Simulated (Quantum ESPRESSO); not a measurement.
FeO (Wuestite):

```xyz
2
Lattice="0.0000 2.1554 2.1554 2.1554 0.0000 2.1554 2.1554 2.1554 0.0000" Properties=species:S:1:pos:R:3 pbc="T T T"
Fe    0.0000    0.0000    0.0000
O     2.1554    2.1554    2.1554
```

Base run:

| Property | Result |
| --- | --- |
| Program | Quantum ESPRESSO 7.5 |
| Functional | PBEsol |
| Potentials or basis | PseudoDojo 0.4.1 SR PBEsol standard |
| Cutoff | 1225 eV |
| Density cutoff | 4898 eV |
| k mesh | 11 × 11 × 11 |
| Occupations | fermi-dirac, width 0.05 eV |
| Spin | collinear spin, ferromagnetic start |
| Starting moments | [3.0, 0.0] μB |

Its results: band gap on the k mesh none (metal or under the smearing width); pressure -9.2 GPa; net moment 4.00 μB per cell; site moments Fe +3.46; O +0.32 μB.

Q: The run is repeated on the same cell with these changes: potentials or basis from PseudoDojo 0.4.1 SR PBEsol standard to GBRV 1.5 PBEsol; cutoff from 1225 eV to 762 eV; density cutoff from 4898 eV to 6095 eV. What comes out?

A: Band gap on the k mesh none (metal or under the smearing width); pressure -8.4 GPa; net moment 4.00 μB per cell; site moments Fe +3.46; O +0.32 μB.

Caveats: a cell with one magnetic atom can't hold antiferromagnetic order, which such compounds often take; semilocal functionals often make such compounds metallic where correlation or magnetic order opens a gap, which also shifts bond lengths.

Not every run made on this cell is shown here.
